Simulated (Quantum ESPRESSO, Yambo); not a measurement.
# A GW chain in Yambo: LiH (Fm-3m), part 2 of 3

Wanted: ground state, empty states, screening and self-energy for LiH (Fm-3m).

Quantum ESPRESSO 7.5 and Yambo 5.3.0; PBE and many-body steps on it, plane waves. Known limits of the many-body steps: not at the basis limit.

So far. Step 2 (Ground state): The gap is direct, at (0.000, -0.500, -0.500). Step 3 (Bands along the symmetry lines): The gap is 3.022 eV, as in the run before at this level.

The database entry behind the starting cell differs from later determinations by our own check (the deuteride, about 0.2 % short), so it need not match the best structure at ambient conditions.

## Step 4: Empty states on the mesh, 8×8×8 mesh, 201 bands

Level of this step: DFT, PBE, plane waves, norm-conserving pseudopotentials (Quantum ESPRESSO).

The sums over transitions need many empty states on a uniform mesh; this step solves for them.

Input file pw.in:

```
&control
  calculation = 'nscf'
  prefix = 'x'
  outdir = 'o'
  pseudo_dir = 'pseudo'
/
&system
  ibrav = 0
  nat = 2
  ntyp = 2
  ecutwfc = 66.0
  nbnd = 201
  force_symmorphic = .true.
/
&electrons
  conv_thr = 1e-9
  electron_maxstep = 80
  diago_full_acc = .true.
  diago_thr_init = 5e-6
/
ATOMIC_SPECIES
  Li 6.94 Li.upf
  H 1.008 H.upf
CELL_PARAMETERS angstrom
  0.0000000000 2.0367500000 2.0367500000
  2.0367500000 -0.0000000000 2.0367500000
  2.0367500000 2.0367500000 -0.0000000000
ATOMIC_POSITIONS crystal
  Li 0.0000000000 0.0000000000 0.0000000000
  H 0.5000000000 0.5000000000 0.5000000000
K_POINTS automatic
  8 8 8 0 0 0
```

On the command line:

```console
OMP_NUM_THREADS=1 mpirun -n 4 pw.x -nk 4 -in pw.in > pw.out
```

The program printed:

```text
[banner, memory and clock lines left out]
Program PWSCF v.7.5 starts

     Atomic positions and unit cell read from directory:
     o/x.save/

     Message from routine setup:
     using ibrav=0 with symmetry is DISCOURAGED, use correct ibrav instead

     G-vector sticks info

     bravais-lattice index     =            0
     lattice parameter (alat)  =       5.4432  a.u.
     unit-cell volume          =     114.0354 (a.u.)^3
     number of atoms/cell      =            2
     number of atomic types    =            2
     number of electrons       =         4.00
     number of Kohn-Sham states=          201
     kinetic-energy cutoff     =      66.0000  Ry
     charge density cutoff     =     264.0000  Ry
     Exchange-correlation= PBE
                           (   1   4   3   4   0   0   0)

     celldm(1)=   5.443166  celldm(2)=   0.000000  celldm(3)=   0.000000
     celldm(4)=   0.000000  celldm(5)=   0.000000  celldm(6)=   0.000000

     crystal axes: (cart. coord. in units of alat)
               a(1) = (   0.000000   0.707107   0.707107 )
               a(2) = (   0.707107  -0.000000   0.707107 )
               a(3) = (   0.707107   0.707107  -0.000000 )

     reciprocal axes: (cart. coord. in units 2 pi/alat)
               b(1) = ( -0.707107  0.707107  0.707107 )
               b(2) = (  0.707107 -0.707107  0.707107 )
               b(3) = (  0.707107  0.707107 -0.707107 )
     Pseudo is Norm-conserving, Zval =  3.0
     Generated using ONCVPSP code by D. R. Hamann
     Using radial grid of 1944 points,  4 beta functions with:
     Pseudo is Norm-conserving, Zval =  1.0
     Generated using ONCVPSP code by D. R. Hamann
     Using radial grid of 1166 points,  3 beta functions with:
     Li                3.00     6.94000     Li( 1.00)
     H                 1.00     1.00800     H ( 1.00)

     48 Sym. Ops., with inversion, found

   Cartesian axes

     site n.     atom                  positions (alat units)
         1        Li     tau(   1) = (   0.0000000   0.0000000   0.0000000  )
         2        H      tau(   2) = (   0.7071068   0.7071068   0.7071068  )

     number of k points=    29
                       cart. coord. in units 2pi/alat
        k(    1) = (   0.0000000   0.0000000   0.0000000), wk =   0.0039062
        k(    2) = (   0.0883883   0.0883883  -0.0883883), wk =   0.0312500
        k(    3) = (   0.1767767   0.1767767  -0.1767767), wk =   0.0312500
[...]
[... 17 further rows ...]
        k(   28) = (  -0.7071068   0.1767767   0.0000000), wk =   0.0468750
        k(   29) = (  -0.7071068   0.3535534   0.0000000), wk =   0.0234375

     Dense  grid:     8363 G-vectors     FFT dimensions: (  30,  30,  30)

     The potential is recalculated from file :
     o/x.save/charge-density

     Starting wfcs are    3 randomized atomic wfcs +  198 random wfcs

     Band Structure Calculation

     End of band structure calculation

          k = 0.0000 0.0000 0.0000 (  1037 PWs)   bands (ev):

   -43.9080  -4.8608  15.8686  17.7975  17.7975  17.7975  22.4530  22.4530
    22.4530  23.9068  28.3082  28.3082  28.3082  30.5265  30.5265  44.5021
    60.8722  60.8722  60.8722  65.4872  65.4872  65.4872  66.7260  66.7260
[...]
[... 14 further rows ...]
[...]
309.3368

          k = 0.0884 0.0884-0.0884 (  1007 PWs)   bands (ev):

[...]
[... 14 further rows ...]
[...]
302.4139

          k = 0.1768 0.1768-0.1768 (  1022 PWs)   bands (ev):

[...]
149.5177 149.7541 150.2980 155.3991 155.3991 156.9180 158.8296 158.8296
     [... 14 further rows ...]
   284.0699 289.9371 291.6657 291.6657 293.3523 293.3523 293.5305 294.4332
   295.8906

          k = 0.2652 0.2652-0.2652 (  1035 PWs)   bands (ev):

     [... further k-points ...]

     highest occupied, lowest unoccupied level (ev):     0.3929    3.4149

     XML data file, pseudopotentials, collected wavefunctions
```

The job ended after 18 s (4 MPI ranks of Arm Neoverse V1, shared host; peak memory 0.26 GiB; 70 s of CPU time).

Numbers from this step:

| Item | Value |
| --- | --- |
| gap | 3.022 eV |
| k of the valence top | 0, -0.5, -0.5 |
| k of the conduction bottom | 0, -0.5, -0.5 |
| least direct gap | 3.022 eV |
| k points computed | 29 |
| lowest point of the top converged band, above the valence top | 285.5624 eV |

On this mesh the gap is 3.022 eV.

## Step 5: Conversion and set-up

This step: Yambo 5.3.0; conversion and set-up on PBE, plane waves, norm-conserving pseudopotentials.

The states are converted to the many-body program's format and the q mesh is built.

On the command line:

```console
(cd o/x.save; p2y > p2y.log; mv SAVE ../..); yambo > setup.log
```

The program printed:

```text
 Yambo, version 5.3.0

 [02] CORE Variables Setup
 =========================

  [02.01] Unit cells
  ==================

  Cell kind             :  FCC
  Atoms in the cell     :  Li  H
  number of Li atoms    :  1
  number of H  atoms    :  1

  List of atomic masses
  Mass of Li    :  6.940000
  Mass of H     :  1.008000

  List of atomic coordinates    : [cc]
  Li1       :  0.000000  0.000000  0.000000  order 1
  H1       :  3.848900  3.848900  3.848900  order 2

  Alat factors          :  3.848900  3.848900  3.848900 [a.u.]
  Direct lattice volume :  114.0354 [a.u.]
  Direct lattice vectors:  A[ 1 ]  A[ 2 ]  A[ 3 ]
   A[ 1 ]:  0.000000  1.000000  1.000000  [iru]
   0.000000  3.848900  3.848900  [cc]
   A[ 2 ]:  1.000000 -0.000000  1.000000  [iru]
   3.848900 -0.000000  3.848900  [cc]
   A[ 3 ]:  1.000000  1.000000 -0.000000  [iru]
   3.848900  3.848900 -0.000000  [cc]

  Recip. lattice volume :  2.175203 [a.u.]
  Recip. lattice vectors:  B[ 1 ]  B[ 2 ]  B[ 3 ]
   B[ 1 ]: -0.500000  0.500000  0.500000  [iku]
  -0.816231  0.816231  0.816231  [cc]
   B[ 2 ]:  0.500000 -0.500000  0.500000  [iku]
   0.816231 -0.816231  0.816231  [cc]
   B[ 3 ]:  0.500000  0.500000 -0.500000  [iku]
   0.816231  0.816231 -0.816231  [cc]

  [02.02] Symmetries
  ==================

  Inversion symmetry    : yes
  Spatial inversion     : yes
  Inversion index       :  25
  K-space Time-reversal : no
  Magnetic symmetries   : no
  Group table correct   : yes
  Symmetries units      :  [cc]

   [S  1]:   1.0000     -0.12432E-16 -0.12432E-16 -0.12432E-16   1.0000      0.12432E-16  0.12432E-16  0.12432E-16   1.0000
   [S  2]:  -1.0000      0.12432E-16 -0.12432E-16  0.12432E-16  -1.0000      0.12432E-16 -0.12432E-16 -0.12432E-16   1.0000
   [S  3]:  -1.0000     -0.12432E-16  0.12432E-16  0.12432E-16   1.0000     -0.12432E-16 -0.12432E-16  0.12432E-16  -1.0000
[...]
[... 36 further rows ...]
   [S 47]: -0.12432E-16   1.0000      0.12432E-16  0.12432E-16 -0.12432E-16  -1.0000       1.0000      0.12432E-16 -0.12432E-16
   [S 48]: -0.12432E-16  -1.0000     -0.12432E-16  0.12432E-16  0.12432E-16   1.0000       1.0000     -0.12432E-16  0.12432E-16

  [02.03] Reciprocal space
  ========================

  nG shells         :  135
  nG charge         :   8363
  nG WFs            :  1435
  nC WFs            :  1056
  G-vecs. in first 13 shells:  [ Number ]
     1    9   15   27   51   59   65   89  113
   137  169  181  229
  ...
  Shell energy in first 13 shells:  [ mHa ]
    0.00000      999.350      1332.47      2664.93      3664.29      3997.40      5329.87      6329.22      6662.34
    7994.80      8994.15      10659.7      11659.1
  ...

  [02.04] K-grid lattice
  ======================

  Compatible Grid is   : 3D
  Base K vectors       :  K_min[ 1 ]  K_min[ 2 ]  K_min[ 3 ]
  K_min[ 1 ] : -0.24483E-17 -0.24483E-17 -0.12500     [rlu]
[...]
K [14]         [rlu]:  0.24483E-17  0.25000      0.37500
         WF components:  1035
  [... 14 further k-points ...]
  K [29]         [rlu]:  0.250000 -0.500000 -0.250000
         WF components:  1036

  [02.05] Energies & Occupations
  ==============================

  [X] === General ===
  [X] Electronic Temperature                        :  0.000000  0.000000 [eV K]
  [X] Bosonic    Temperature                        :  0.000000  0.000000 [eV K]
  [X] Finite Temperature mode                       : no
  [X] El. density                                   :  0.23671E+24 [cm-3]
  [X] Fermi Level                                   :  0.392909 [eV]

  [X] === Gaps and Widths ===
  [X] Conduction Band Min                           :  3.022038 [eV]
  [X] Valence Band Max                              :  0.000000 [eV]
  [X] Filled Bands                                  :  2
  [X] Empty Bands                                   :    3  201
  [X] Direct Gap                                    :  3.022038 [eV]
  [X] Direct Gap localized at k                     :  21
  [X] Indirect Gap                                  :  3.022038 [eV]
  [X] Indirect Gap between kpts                     :  21  21
  [X] Last valence band width                       :  5.253734 [eV]
  [X] 1st conduction band width                     :  12.45368 [eV]

  E @ K [ 1]:  [eV]
  -44.30089  -5.25373  15.47571  17.40459  17.40459  17.40459  22.06005  22.06005
  occ @ K [ 1]
   2.000000  2.000000  0.000000  0.000000  0.000000  0.000000  0.000000  0.000000
  E @ K [ 2]:  [eV]
  -44.29488  -4.98246  13.43230  16.05954  16.88108  16.88108  21.58001  23.19103
  occ @ K [ 2]
[...]
E @ K [ 3]:  [eV]
[...]
occ @ K [ 3]
[...]
E @ K [ 8]:  [eV]
[...]
occ @ K [ 8]
[...]
E @ K [ 9]:  [eV]
[...]
occ @ K [ 9]
[...]
E @ K [10]:  [eV]
[...]
occ @ K [10]
[...]
E @ K [11]:  [eV]
[...]
occ @ K [11]
[...]
E @ K [12]:  [eV]
[...]
occ @ K [12]
[...]
E @ K [13]:  [eV]
[...]
occ @ K [13]
[...]
E @ K [14]:  [eV]
[...]
occ @ K [14]
[...]
[... 14 further k-points ...]
  E @ K [29]:  [eV]
  -44.25041  -0.20473   5.23561   5.23561  11.40403  17.11893  23.49726  23.49726
  occ @ K [29]
   2.000000  2.000000  0.000000  0.000000  0.000000  0.000000  0.000000  0.000000

 [03] Transferred momenta grid and indexing
 ==========================================

 IBZ Q-points                                      :  29
 BZ  Q-points                                      :   512

 K/Q-points units:
 rlu = crystal or reduced units; cc = cartesian coordinates; iku = interal k-units

 Q [ 1]         [rlu]:  0.000000  0.000000  0.000000
 Q [ 2]         [rlu]:  0.24483E-17  0.24483E-17  0.12500
 Q [ 3]         [rlu]:  0.25023E-16 -0.27323E-17  0.25000
[...]
Q [ 8]         [rlu]:  0.80210E-17  0.12500      0.37500
 Q [ 9]         [rlu]:  0.34410E-16  0.12500      0.50000
 Q [10]         [rlu]: -0.97931E-17  0.12500     -0.37500
     [... 17 further rows ...]
 Q [28]         [rlu]:  0.125000 -0.500000 -0.375000
 Q [29]         [rlu]:  0.250000 -0.500000 -0.250000

  [03.01] X indexes
  =================

   [03.01.01] Sigma indexes
   ========================

 [06] Game Over & Game summary
```

Run time: 2 s. Hardware: 1 MPI rank; peak memory 0.24 GiB.

(Continued in part 3 of 3.)

[Paths, hosts, dates, memory and timing lines, banners, echoed tables and standing remarks are left out of the program output.]

[Logs are printed without paths, hosts, clocks, repeated set-up lines and the standing remarks that a program may print on its own settings, such as how far it seeks lower states.]

[Runs of the session that timed out or met a known fault of the program may be left out.]

[Hosts, paths, dates, database ids (printed as entryN), source tags and the programs' standing remarks are cut or masked in the printed files.]
